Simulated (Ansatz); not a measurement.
Energy landscape near a Ca structure

These are results of DFT PBEsol, scalar-relativistic, plane waves, PAW in Ansatz, not measurements.

Plane waves to 420 eV, a k mesh through Γ of 12×12×12 on the computed 1-atom cell and Gaussian smearing (0.10 eV); no spin polarisation.

Reference cell:

```yaml
crystal:
  lattice:
    - [3.48866, 0.00000, 0.00000]
    - [0.00000, 3.48866, 0.00000]
    - [0.00000, 0.00000, 3.48866]
  atoms:
    - { symbol: Ca, position: [0.00000, 0.00000, 0.00000] }
```

Each variant moves atoms of this cell by the vectors given, if any (Å), and then applies a symmetric strain (tensor components, Cartesian axes). The reference cell isn't relaxed at this level. Energies are per atom at zero smearing, counted from the lowest variant. Pressure is positive in compression.

1. strain (xx yy zz yz xz xy, %) -3.50 -3.50 -1.99 0.00 0.00 0.00
2. strain (xx yy zz yz xz xy, %) 0.01 0.01 0.01 0.00 0.00 0.00
3. strain (xx yy zz yz xz xy, %) -2.15 -2.15 -2.15 0.00 0.00 0.00
4. strain (xx yy zz yz xz xy, %) 3.88 3.88 3.88 6.00 -6.00 6.00

```csv
variant,ΔE (meV/atom),P (GPa),space group
1,26.1,0.76,P4/mmm
2,22.3,-0.39,Pm-3m
3,21.2,0.39,Pm-3m
4,0.0,-1.32,R-3m
```

This simple cubic form isn't the element's structure at ambient conditions.